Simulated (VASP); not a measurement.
# Lattice of SiNi across functionals and dispersion corrections, part 6 of 8

Wanted: equilibrium cells of SiNi at many levels, with their cost. The start is a computed cell from the Materials Project.

VASP 6.6.1, plane waves and PAW; the level of theory is named at each step.

So far. Step 6 (Magnetic start: antiferromagnetic, q = (1/2, 1/2, 0)): The energy lies +4.7 meV an atom from the first pattern, and both runs end without moments, so a difference comes from cell, mesh or thresholds alone. The moments fall under 0.1 μB, and the mesh shows no gap. Step 7 (The orders side by side): All patterns lost their moments. Runs that ended non-magnetic differ by up to 7.2 meV an atom among themselves, which can come from the unlike meshes of the cells or from a run that isn't fully settled.

## (8) Relaxation with LDA

This step: LDA, zero-moment start; plane waves and PAW (Si, Ni) (VASP 6.6.1).

System of this step: SiNi. The structure is orthorhombic, space group Pmmn (No. 59). The conventional cell has a = 2.943 Å, b = 3.280 Å, c = 4.677 Å, α = 90.00°, β = 90.00°, γ = 90.00°. Nearest to Si lie 6 Ni at 2.34 to 2.37 Å. Nearest to Ni lie 6 Si at 2.34 to 2.37 Å. Farther neighbours are not listed.

Properties are meant for the cell that this level of theory prefers, so cell and atoms are relaxed first (ISIF = 3) until forces and stress are small; EDIFFG sets the threshold.

Input file INCAR:

```
SYSTEM = SiNi
PREC = Accurate
ENCUT = 520
EDIFF = 1E-06
NELM = 100
ISMEAR = -1
SIGMA = 0.05
LREAL = .FALSE.
ALGO = Normal
GGA = CA
NBANDS = 22
ISPIN = 2
MAGMOM = 0 0 0 0
LASPH = .TRUE.
LMAXMIX = 4
LORBIT = 11
LWAVE = .FALSE.
LCHARG = .FALSE.
KPAR = 8
IBRION = 2
NSW = 60
ISIF = 3
EDIFFG = -0.01
```

Input file POSCAR:

```
SiNi
1.0
    2.9427706600      0.0000000000      0.0000000000
    0.0000000000      3.2803255400      0.0000000000
    0.0000000000      0.0000000000      4.6774467600
Si Ni
2 2
Direct
    0.0000000000      0.0000000000      0.1568568400
    0.5000000000      0.5000000000      0.8431431600
    0.0000000000      0.0000000000      0.6575044100
    0.5000000000      0.5000000000      0.3424955900
```

Input file KPOINTS:

```
Automatic mesh
0
Gamma
9 8 6
0 0 0
```

Potentials, in the order of the species: Si and Ni (PBE family, release 64).

Started as:

```
> mpirun -np 8 vasp_std
```

Log:

```text
[... set-up lines as in an earlier step ...]
 entering main loop
       N       E                     dE             d eps       ncg     rms          rms(c)
DAV:   1     0.140823580715E+03    0.14082E+03   -0.12369E+04  8808   0.151E+03
DAV:   2    -0.227622823708E+02   -0.16359E+03   -0.15438E+03  8938   0.288E+02
DAV:   3    -0.309031168694E+02   -0.81408E+01   -0.79287E+01 10596   0.762E+01
DAV:   4    -0.310854788439E+02   -0.18236E+00   -0.18209E+00 10138   0.103E+01
DAV:   5    -0.310909486076E+02   -0.54698E-02   -0.54692E-02 10886   0.189E+00    0.207E+01
DAV:   6    -0.360059310865E+02   -0.49150E+01   -0.61458E+01 10294   0.150E+02    0.262E+01
DAV:   7    -0.272782943335E+02    0.87276E+01   -0.22149E+01 10166   0.945E+01    0.354E+00
DAV:   8    -0.272683368433E+02    0.99575E-02   -0.19250E+00 13404   0.145E+01    0.222E+00
DAV:   9    -0.272278707420E+02    0.40466E-01   -0.16310E-01 12168   0.573E+00    0.451E-01
DAV:  10    -0.272270807411E+02    0.79000E-03   -0.45258E-03 12184   0.789E-01    0.269E-01
DAV:  11    -0.272265673322E+02    0.51341E-03   -0.58270E-04 13588   0.352E-01    0.626E-02
DAV:  12    -0.272265638359E+02    0.34963E-05   -0.40913E-05 10518   0.567E-02    0.304E-02
DAV:  13    -0.272265588954E+02    0.49405E-05   -0.50761E-06 11404   0.336E-02    0.152E-02
DAV:  14    -0.272265574340E+02    0.14614E-05   -0.31299E-06  7368   0.244E-02    0.386E-03
DAV:  15    -0.272265575277E+02   -0.93665E-07   -0.15912E-06  7230   0.992E-03
   1 F= -.27226558E+02 E0= -.27222451E+02  d E =-.272266E+02  mag=     0.0000
 curvature:   0.00 expect dE= 0.000E+00 dE for cont linesearch  0.000E+00
 trial: gam= 0.00000 g(F)=  0.598E-02 g(S)=  0.394E-01 ort = 0.000E+00 (trialstep = 0.100E+01)
 search vector abs. value=  0.453E-01
 bond charge predicted
       N       E                     dE             d eps       ncg     rms          rms(c)
DAV:   1    -0.278503320054E+02   -0.62377E+00   -0.57683E+00 10150   0.379E+01    0.740E+00
DAV:   2    -0.284414114008E+02   -0.59108E+00   -0.87152E+00 10272   0.578E+01    0.842E+00
DAV:   3    -0.272367441149E+02    0.12047E+01   -0.35318E+00 10260   0.376E+01    0.965E-01
DAV:   4    -0.272331609401E+02    0.35832E-02   -0.14161E-01  9972   0.234E+00    0.794E-01
DAV:   5    -0.272257241692E+02    0.74368E-02   -0.14535E-02 11370   0.213E+00    0.170E-01
DAV:   6    -0.272256216863E+02    0.10248E-03   -0.11782E-03  9988   0.264E-01    0.775E-02
DAV:   7    -0.272256260678E+02   -0.43815E-05   -0.15129E-04 10946   0.159E-01    0.213E-02
DAV:   8    -0.272256284751E+02   -0.24072E-05   -0.83633E-06 12364   0.373E-02    0.114E-02
DAV:   9    -0.272256269570E+02    0.15180E-05   -0.54945E-06  9934   0.438E-02    0.239E-03
DAV:  10    -0.272256269525E+02    0.45434E-08   -0.50857E-07  5174   0.956E-03
   2 F= -.27225627E+02 E0= -.27221950E+02  d E =0.930575E-03  mag=    -0.0000
[...]
3 F= -.27238072E+02 E0= -.27234203E+02  d E =-.115148E-01  mag=    -0.0000
[...]
4 F= -.27238069E+02 E0= -.27234204E+02  d E =-.115113E-01  mag=    -0.0000
[...]
5 F= -.27238949E+02 E0= -.27235177E+02  d E =-.880630E-03  mag=     0.0000
[...]
6 F= -.27238951E+02 E0= -.27235185E+02  d E =-.882084E-03  mag=    -0.0000
[...]
7 F= -.27238951E+02 E0= -.27235184E+02  d E =-.882535E-03  mag=    -0.0000
[...]
8 F= -.27238951E+02 E0= -.27235181E+02  d E =-.882252E-03  mag=    -0.0000
 curvature:  -1.62 expect dE=-0.704E-04 dE for cont linesearch -0.591E-06
 ZBRENT: accuracy reached
 trial: gam=-0.02950 g(F)=  0.129E-05 g(S)=  0.422E-04 ort = 0.269E-04 (trialstep = 0.907E+00)
 search vector abs. value=  0.436E-04
 bond charge predicted
       N       E                     dE             d eps       ncg     rms          rms(c)
DAV:   1    -0.272394219133E+02   -0.47078E-03   -0.48080E-03 10066   0.107E+00    0.197E-01
DAV:   2    -0.272398509901E+02   -0.42908E-03   -0.67418E-03 10328   0.157E+00    0.231E-01
DAV:   3    -0.272389747701E+02    0.87622E-03   -0.25922E-03 10236   0.100E+00    0.338E-02
DAV:   4    -0.272389625012E+02    0.12269E-04   -0.69492E-05  9322   0.594E-02    0.117E-02
DAV:   5    -0.272389605603E+02    0.19409E-05   -0.58896E-06 11090   0.382E-02    0.275E-03
DAV:   6    -0.272389604942E+02    0.66047E-07   -0.83146E-07  5042   0.861E-03
   9 F= -.27238960E+02 E0= -.27235190E+02  d E =-.938633E-05  mag=    -0.0000
 trial-energy change:   -0.000009  1 .order   -0.000011   -0.000039    0.000017
 step:   0.6322(harm=  0.6322)  dis= 0.00017  next Energy=   -27.238965 (dE=-0.135E-04)
 reached required accuracy - stopping structural energy minimisation
```

It took 97 s on 8 MPI ranks of Intel Xeon Platinum 8259CL at 2.50GHz (Skylake/Cascade Lake), shared host; peak memory 2.3 GiB.

Parts of OUTCAR (step 8):

```text
   k-points           NKPTS =    100   k-points in BZ     NKDIM =    100   number of bands    NBANDS=     22

   ENCUT  =  520.0 eV  38.22 Ry    6.18 a.u.   5.47  6.10  8.70*2*pi/ulx,y,z

   NELECT =      28.0000    total number of electrons

 E-fermi :  11.7269

 spin component 1
 k-point     1 :       0.0000    0.0000    0.0000
  band No.  band energies     occupation
    ...
     10       8.8945      1.00000
     11       9.2722      1.00000
     12       9.5756      1.00000
     13       9.6009      1.00000
     14      10.2895      1.00000
     15      12.9321      0.00000
     16      14.5249      0.00000
     17      16.9521      0.00000
     18      17.3955      0.00000
     19      19.0219      0.00000
    ...

 k-point     2 :       0.1111    0.0000    0.0000
  band No.  band energies     occupation
    ...
     10       9.0576      1.00000
     11       9.1087      1.00000
     12       9.3729      1.00000
     13       9.5618      1.00000
     14      10.9418      1.00000
     15      11.7708      0.29355
     16      14.6834      0.00000
     17      17.1188      0.00000
     18      17.8299      0.00000
     19      18.3592      0.00000
    ...

  Total       -0.0201544     -0.0026292     -0.0304021      0.0000000      0.0000000      0.0000000
  in kB       -0.7262604     -0.0947426     -1.0955352      0.0000000      0.0000000      0.0000000
  external PRESSURE =      -0.6388461 kB  Pullay stress =       0.0000000 kB

 POSITION                                       TOTAL-FORCE (eV/Angst)
 -----------------------------------------------------------------------------------
      0.00000      0.00000      0.73805         0.000000      0.000000      0.006121
      1.46687      1.63489      3.89694         0.000000      0.000000     -0.006121
      0.00000      0.00000      3.04454         0.000000      0.000000      0.001269
      1.46687      1.63489      1.59044         0.000000      0.000000     -0.001269
 -----------------------------------------------------------------------------------
    total drift:                                0.000000     -0.000000      0.000000

  FREE ENERGIE OF THE ION-ELECTRON SYSTEM (eV)
  ---------------------------------------------------
  free  energy   TOTEN  =       -27.2389604942 eV

  energy  without entropy=      -27.2314200650  energy(sigma->0) =      -27.23519028

 reached required accuracy - stopping structural energy minimisation

 magnetization (x)
# of ion       s       p       d       tot
------------------------------------------
    1        0.000   0.000   0.000   0.000
    2        0.000   0.000   0.000   0.000
    3        0.000   0.000   0.000   0.000
    4        0.000   0.000   0.000   0.000
--------------------------------------------------
tot          0.000   0.000   0.000   0.000

[... 4 parts as in an earlier step ...]

[... 11 further parts left out ...]
```

This run allows spin, but its moments start at zero, where symmetry between the spins tends to hold them, which is where the search above led. The run keeps the 8 symmetry operations of its start, so it cannot find a distortion of lower symmetry.

Step by step:

```tsv
step	energy less that of the first step (eV)	largest force (eV/Å)	pressure (GPa)	volume (Å³)
1	0.0000	0.2482	-3.50	45.15
2	0.0009	0.0938	4.64	43.56
3	-0.0115	0.1072	0.28	44.36
4	-0.0115	0.1040	0.41	44.34
5	-0.0124	0.0010	0.19	44.42
6	-0.0124	0.0065	0.15	44.42
7	-0.0124	0.0043	0.11	44.42
8	-0.0124	0.0031	0.11	44.42
9	-0.0124	0.0061	-0.06	44.46
```

```tsv
conventional cell, symmetrised	before	after	change
a (Å)	2.943	2.934	-0.3 %
b (Å)	3.280	3.270	-0.3 %
c (Å)	4.677	4.635	-0.9 %
volume (Å³/atom)	11.29	11.12	-1.5 %
```

The atoms that moved most (Å, as changes of fractional coordinates times the final cell):

```tsv
atom	dx	dy	dz	length
Si1	0.000	0.000	0.011	0.011
Si2	0.000	0.000	-0.011	0.011
```

The relaxed structure:

```xyz
4
Lattice="2.9337 0.0000 0.0000 0.0000 3.2698 0.0000 0.0000 0.0000 4.6350" Properties=species:S:1:pos:R:3 pbc="T T T"
Si    0.0000    0.0000    0.7380
Si    1.4669    1.6349    3.8969
Ni    0.0000    0.0000    3.0445
Ni    1.4669    1.6349    1.5904
```

This step gave:

```yaml
electrons: 28
bands: 22
irreducible_k_points: 100
symmetry_operations: 8
free_energy_toten: -27.24 eV
energy_at_zero_smearing: -27.24 eV
fermi_energy: 11.73 eV
pressure: -0.06388 GPa
scf_cycles_over_all_ionic_steps: 62
```

It ends with a largest force of 0.006 eV/Å and a pressure of -0.06 GPa. The conventional cell has a = 2.934, b = 3.270 and c = 4.635 Å.

## (9) Relaxation with PBEsol

This step: PBEsol, zero-moment start; plane waves and PAW (Si, Ni) (VASP 6.6.1).

PBEsol restores the gradient expansion of exchange and is tuned for the cells of solids.

Changes to INCAR since step 8:

```diff
@@ -9,3 +9,3 @@
 ALGO = Normal
-GGA = CA
+GGA = PS
 NBANDS = 22
```

POSCAR is that of step 8.

KPOINTS is that of step 8.

Started as:

```
> mpirun -np 8 vasp_std
```

Log:

```text
[banner, memory and clock lines left out]
running    8 mpi-ranks, on    1 nodes
 distrk:  each k-point on    1 cores,    8 groups
 distr:  one band on    1 cores,    1 groups

 POSCAR found type information on POSCAR SiNi
 POSCAR found :  2 types and       4 ions
 [... a notice as in an earlier step ...]

 [... a notice as in an earlier step ...]

 LDA part: xc-table for (Slater+PW92), standard interpolation
 POSCAR, INCAR and KPOINTS ok, starting setup
 FFT: planning ... GRIDC
 FFT: planning ... GRID_SOFT
 FFT: planning ... GRID
 WAVECAR not read
 entering main loop
       N       E                     dE             d eps       ncg     rms          rms(c)
DAV:   1     0.141406669869E+03    0.14141E+03   -0.12366E+04  8808   0.151E+03
DAV:   2    -0.216177577687E+02   -0.16302E+03   -0.15380E+03  8926   0.287E+02
DAV:   3    -0.296297857743E+02   -0.80120E+01   -0.77996E+01 10622   0.754E+01
DAV:   4    -0.298092994639E+02   -0.17951E+00   -0.17925E+00 10114   0.102E+01
DAV:   5    -0.298147001639E+02   -0.54007E-02   -0.54002E-02 10826   0.188E+00    0.210E+01
DAV:   6    -0.348426426363E+02   -0.50279E+01   -0.61354E+01 10374   0.150E+02    0.270E+01
DAV:   7    -0.260199227061E+02    0.88227E+01   -0.22161E+01 10164   0.943E+01    0.415E+00
DAV:   8    -0.260155868132E+02    0.43359E-02   -0.20091E+00 13434   0.150E+01    0.246E+00
DAV:   9    -0.259709152462E+02    0.44672E-01   -0.18018E-01 12002   0.619E+00    0.466E-01
DAV:  10    -0.259704181712E+02    0.49708E-03   -0.50997E-03 12392   0.887E-01    0.282E-01
DAV:  11    -0.259698846342E+02    0.53354E-03   -0.71819E-04 13630   0.383E-01    0.521E-02
DAV:  12    -0.259698822349E+02    0.23993E-05   -0.46247E-05 10204   0.516E-02    0.282E-02
DAV:  13    -0.259698767458E+02    0.54890E-05   -0.45141E-06 11012   0.304E-02    0.134E-02
DAV:  14    -0.259698752134E+02    0.15324E-05   -0.31377E-06  7462   0.217E-02    0.356E-03
DAV:  15    -0.259698752938E+02   -0.80378E-07   -0.10525E-06  5600   0.992E-03
   1 F= -.25969875E+02 E0= -.25965752E+02  d E =-.259699E+02  mag=     0.0000
 curvature:   0.00 expect dE= 0.000E+00 dE for cont linesearch  0.000E+00
 trial: gam= 0.00000 g(F)=  0.127E-02 g(S)=  0.120E-02 ort = 0.000E+00 (trialstep = 0.100E+01)
 search vector abs. value=  0.248E-02
 bond charge predicted
       N       E                     dE             d eps       ncg     rms          rms(c)
DAV:   1    -0.259847935462E+02   -0.14918E-01   -0.24025E-01 10746   0.602E+00    0.108E+00
DAV:   2    -0.259999574274E+02   -0.15164E-01   -0.21830E-01 10320   0.867E+00    0.136E+00
DAV:   3    -0.259713300346E+02    0.28627E-01   -0.83738E-02 10280   0.562E+00    0.193E-01
DAV:   4    -0.259709263604E+02    0.40367E-03   -0.25554E-03  9678   0.388E-01    0.560E-02
DAV:   5    -0.259708900401E+02    0.36320E-04   -0.15917E-04 13378   0.187E-01    0.158E-02
DAV:   6    -0.259708906044E+02   -0.56429E-06   -0.21187E-05  9886   0.368E-02    0.605E-03
DAV:   7    -0.259708910260E+02   -0.42160E-06   -0.80504E-07  5984   0.835E-03
   2 F= -.25970891E+02 E0= -.25966905E+02  d E =-.101573E-02  mag=    -0.0000
[...]
3 F= -.25970914E+02 E0= -.25966913E+02  d E =-.103872E-02  mag=    -0.0000
[...]
4 F= -.25971050E+02 E0= -.25967159E+02  d E =-.135814E-03  mag=     0.0000
 trial-energy change:   -0.000136  1 .order   -0.000155   -0.000573    0.000262
 step:   0.6394(harm=  0.6705)  dis= 0.00138  next Energy=   -25.971096 (dE=-0.182E-03)
 bond charge predicted
       N       E                     dE             d eps       ncg     rms          rms(c)
DAV:   1    -0.259714875868E+02   -0.43768E-03   -0.66211E-03 10366   0.968E-01    0.175E-01
DAV:   2    -0.259717857903E+02   -0.29820E-03   -0.49830E-03 10338   0.132E+00    0.204E-01
DAV:   3    -0.259711308974E+02    0.65489E-03   -0.19615E-03 10242   0.860E-01    0.385E-02
DAV:   4    -0.259711089502E+02    0.21947E-04   -0.80785E-05  9924   0.774E-02    0.106E-02
DAV:   5    -0.259711074277E+02    0.15226E-05   -0.80788E-06 11252   0.440E-02    0.305E-03
DAV:   6    -0.259711073851E+02    0.42599E-07   -0.88793E-07  5148   0.125E-02
   5 F= -.25971107E+02 E0= -.25967179E+02  d E =-.193372E-03  mag=    -0.0000
 curvature:  -0.41 expect dE=-0.112E-04 dE for cont linesearch -0.141E-05
 trial: gam= 0.00000 g(F)=  0.659E-05 g(S)=  0.205E-04 ort =-0.499E-04 (trialstep = 0.910E+00)
 search vector abs. value=  0.270E-04
 reached required accuracy - stopping structural energy minimisation
```

It took 73 s on 8 MPI ranks; peak memory 2.4 GiB.

Parts of OUTCAR (step 9):

```text
   NELECT =      28.0000    total number of electrons

 E-fermi :  11.6039

 spin component 1
 k-point     1 :       0.0000    0.0000    0.0000
  band No.  band energies     occupation
    ...
     10       8.8664      1.00000
     11       9.2476      1.00000
     12       9.5558      1.00000
     13       9.5658      1.00000
     14      10.1998      1.00000
     15      12.8454      0.00000
     16      14.3100      0.00000
     17      16.7784      0.00000
     18      17.1663      0.00000
     19      18.8806      0.00000
    ...

 k-point     2 :       0.1111    0.0000    0.0000
  band No.  band energies     occupation
    ...
     10       9.0372      1.00000
     11       9.0887      1.00000
     12       9.3407      1.00000
     13       9.5283      1.00000
     14      10.8475      1.00000
     15      11.6749      0.19468
     16      14.4668      0.00000
     17      16.9448      0.00000
     18      17.6666      0.00000
     19      18.1994      0.00000
    ...

  Total       -0.0132710      0.0361042      0.0146961      0.0000000      0.0000000      0.0000000
  in kB       -0.4695254      1.2773621      0.5199456      0.0000000      0.0000000      0.0000000
  external PRESSURE =       0.4425941 kB  Pullay stress =       0.0000000 kB

 POSITION                                       TOTAL-FORCE (eV/Angst)
 -----------------------------------------------------------------------------------
      0.00000      0.00000      0.73783         0.000000      0.000000     -0.008235
      1.47376      1.64508      3.93178         0.000000      0.000000      0.008235
      0.00000      0.00000      3.06677         0.000000      0.000000     -0.000729
      1.47376      1.64508      1.60284         0.000000      0.000000      0.000729
 -----------------------------------------------------------------------------------
    total drift:                                0.000000     -0.000000     -0.000000

  FREE ENERGIE OF THE ION-ELECTRON SYSTEM (eV)
  ---------------------------------------------------
  free  energy   TOTEN  =       -25.9711073851 eV

  energy  without entropy=      -25.9632510303  energy(sigma->0) =      -25.96717921

 magnetization (x)
# of ion       s       p       d       tot
------------------------------------------
    1        0.000   0.000   0.000   0.000
    2        0.000   0.000   0.000   0.000
    3       -0.000  -0.000  -0.000  -0.000
    4       -0.000  -0.000  -0.000  -0.000
--------------------------------------------------
tot         -0.000   0.000  -0.000  -0.000

[... 9 parts as in an earlier step ...]

[... 9 further parts left out ...]
```

CONTCAR:

```
SiNi
   1.00000000000000
     2.9475208383515414    0.0000000000000000    0.0000000000000000
     0.0000000000000000    3.2901566194434881    0.0000000000000000
     0.0000000000000000    0.0000000000000000    4.6696136175142424
  Si              Ni
     2     2
Direct
     0.0000000000000000    0.0000000000000000    0.1580071824543971
     0.5000000000000000    0.5000000000000000    0.8419928175456027
     0.0000000000000000    0.0000000000000000    0.6567512658823088
     0.5000000000000000    0.5000000000000000    0.3432487341176913
```

The PAW data sets were made with PBE, which is usual practice but a small mismatch for other functionals.

The steps of the relaxation:

```tsv
step	energy less that of the first step (eV)	largest force (eV/Å)	pressure (GPa)	volume (Å³)
1	0.0000	0.0936	0.50	45.15
2	-0.0010	0.0126	-0.42	45.38
3	-0.0010	0.0218	-0.36	45.36
4	-0.0012	0.0247	0.08	45.25
5	-0.0012	0.0082	0.04	45.29
```

```tsv
conventional cell, symmetrised	before	after	change
a (Å)	2.943	2.948	+0.2 %
b (Å)	3.280	3.290	+0.3 %
c (Å)	4.677	4.670	-0.2 %
volume (Å³/atom)	11.29	11.32	+0.3 %
```

The relaxed structure:

```xyz
4
Lattice="2.9475 0.0000 0.0000 0.0000 3.2902 0.0000 0.0000 0.0000 4.6696" Properties=species:S:1:pos:R:3 pbc="T T T"
Si    0.0000    0.0000    0.7378
Si    1.4738    1.6451    3.9318
Ni    0.0000    0.0000    3.0668
Ni    1.4738    1.6451    1.6028
```

Numbers from this step:

* free energy (TOTEN): -25.97 eV
* energy at zero smearing: -25.97 eV
* Fermi energy: 11.60 eV
* pressure: 0.04426 GPa
* SCF cycles over all ionic steps: 39

It ends at 11.32 Å³/atom, +0.3 % from the start, with 0.04 GPa left. The conventional cell has a = 2.948, b = 3.290 and c = 4.670 Å.

(Continued in part 7 of 8.)

[Lines on the potential files, build, host, timing and source positions are cut from VASP's logs without a mark.]

[Logs are printed without paths, hosts, clocks, repeated set-up lines and the standing remarks that a program may print on its own settings, such as how far it seeks lower states.]

[Hosts, paths, dates, database ids (printed as entryN), source tags and the programs' standing remarks are cut or masked in the printed files.]

[A measured line is paired with the nearest computed mode of its activity, which favours agreement.]

[In band tables of VASP the shares of atoms and orbitals are scaled to a sum of 1 inside the atoms' spheres.]
